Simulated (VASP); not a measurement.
Write an ASE script for VASP 6.6.1 that does the following.

```yaml
Task: single point
Functional: revPBE
Dispersion: D3
Potentials_or_basis: VASP PAW PBE potentials, release 64 (Si)
Cutoff: 520 eV
k_mesh: 8 × 8 × 8
Occupations: tetrahedron
Spin: no spin polarisation
Further_INCAR_settings: ALGO = Fast; EDIFF = 1.00e-06
```

The structure of Si lies in Si.xyz:

```xyz
2
Lattice="0.0000000000 2.7218511865 2.7218511865 2.7218511865 0.0000000000 2.7218511865 2.7218511865 2.7218511865 0.0000000000" Properties=species:S:1:pos:R:3 pbc="T T T"
Si     2.7218511865      2.7218511865      2.7218511865
Si     4.0827767798      4.0827767798      4.0827767798
```

One way to write it, as run:

run.py

```python
from ase.calculators.vasp import Vasp
from ase.dft.bandgap import bandgap
from ase.io import read

atoms = read('Si.xyz')
calc = Vasp(
    directory='calc',
    xc='revpbe',
    pp='PBE',
    setups='recommended',
    prec='Accurate',
    encut=520,
    ediff=1e-06,
    ismear=-5,
    sigma=0.05,
    lreal=False,
    lasph=True,
    nelm=60,
    algo='Fast',
    isif=2,
    lwave=False,
    lcharg=False,
    ivdw=11,
    kpts=[8, 8, 8],
    gamma=True,
)
atoms.calc = calc

print('energy (eV):', atoms.get_potential_energy())
print('free energy (eV):', atoms.get_potential_energy(force_consistent=True))
print('forces (eV/A):')
print(atoms.get_forces())
print('stress (eV/A^3, Voigt):', atoms.get_stress())
print('Fermi level (eV):', calc.get_fermi_level())
gap, top, bottom = bandgap(calc)
print('band gap (eV):', gap, 'from (spin, k, band)', top, 'to', bottom)
```

Potentials or basis: VASP PAW PBE potentials, release 64 (Si).

Command:

```console
$ python run.py
```

Results of the run:

```yaml
Pressure: 1.0 GPa
Band_gap_on_the_k_mesh: 0.67 eV, indirect (least direct gap 2.57 eV)
Dispersion_energy_per_atom: -0.296 eV
```

Caveat: the PAW data sets were made with another functional, which shifts forces and pressure a little.

It took 10 s on 1 thread of Intel(R) Xeon(R) Platinum 8559C (Emerald Rapids), on a shared host, peak memory 0.16 GiB.
